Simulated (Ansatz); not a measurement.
The system is ZnCu2SnS4.

```
Sn Zn Cu S
1.0
    -2.71710    2.71710    5.42480
     2.71710   -2.71710    5.42480
     2.71710    2.71710   -5.42480
Sn Zn Cu S
1 1 2 4
Cartesian
  0.0000 0.0000 5.4248
  2.7171 0.0000 2.7124
  0.0000 2.7171 2.7124
  0.0000 0.0000 0.0000
  1.3944 1.3922 4.0338
  -1.3922 1.3944 6.8158
  1.3227 1.3249 -1.3910
  4.1093 1.3227 1.3910
```

Base run:

| Item | Value |
| --- | --- |
| Program | Ansatz 0.2.0 |
| Functional | LDA |
| Potentials or basis | Ansatz PAW |
| Cutoff | 420 eV |
| Density cutoff | 1680 eV |
| k mesh | 7 × 7 × 7 |
| Occupations | fermi-dirac, width 0.05 eV |
| Spin | no spin polarisation |

Its results: band gap on the k mesh 0.18 eV, direct; pressure -4.1 GPa; largest force 0.685 eV/Å.

Task: After a change of settings the same cell gave: band gap on the k mesh 0.23 eV, direct; pressure -1.7 GPa; largest force 0.661 eV/Å. Which change was it?
A. k mesh from 7 × 7 × 7 to 6 × 6 × 6; occupations from fermi-dirac, width 0.05 eV to fixed; potential files from those of the base run to others of the same set
B. functional from LDA to PBE
C. functional from LDA to PBEsol
D. functional from LDA to r2SCAN; cutoff from 420 eV to 500 eV; density cutoff from 1680 eV to 2000 eV

Result: C.

PBEsol binds less tightly than LDA, so the same cell stands under more pressure.

Caveats: spin-orbit coupling is left out, which moves the levels of the heavy elements; the PAW data sets come from PBE, with cores solved anew for the run's functional, which leaves a small shift of forces and pressure.

Not every run made on this cell is shown here.
